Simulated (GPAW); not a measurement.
Runs of GPAW 26.7.0 on WS2. The cell holds a slab with vacuum, 12 atoms: a = 3.183 Å, b = 3.183 Å, c = 35.181 Å, α = 90.00°, β = 90.00°, γ = 120.00°. 

```csv
task,level,potentials or basis,k mesh,band path,band points,gap on the mesh (eV),largest force (eV/Å)
band structure,PBEsol,"PAW data sets generated in the run's folder for this functional, pw",6 × 6 × 1,"GMKGALHA,LM,KH",62,1.30,0.25
single point,PBE,"GPAW PAW data sets (gpaw-data 1.2.1), pw",10 × 10 × 1,-,-,(b),0.25
band structure,LDA,"the program's PAW data sets (release 1.2.1) made for this functional, pw",6 × 6 × 1,"GMKGALHA,LM,KH",62,1.27,0.58
band structure,PBE,"GPAW PAW data sets (gpaw-data 1.2.1), pw",6 × 6 × 1,"GMKGALHA,LM,KH",62,1.32,(a)
```

Alike in all rows: no spin polarisation; cell as given; cutoff (eV) 600; smearing fermi-dirac 0.05 eV.

Problem. Fill in the values left out.

Solution. (a) 0.26; (b) 1.42.

Caveats: spin-orbit coupling is left out, which moves the levels of the heavy elements.

A k mesh can miss the band edges, and the runs leave out spin-orbit coupling on W.
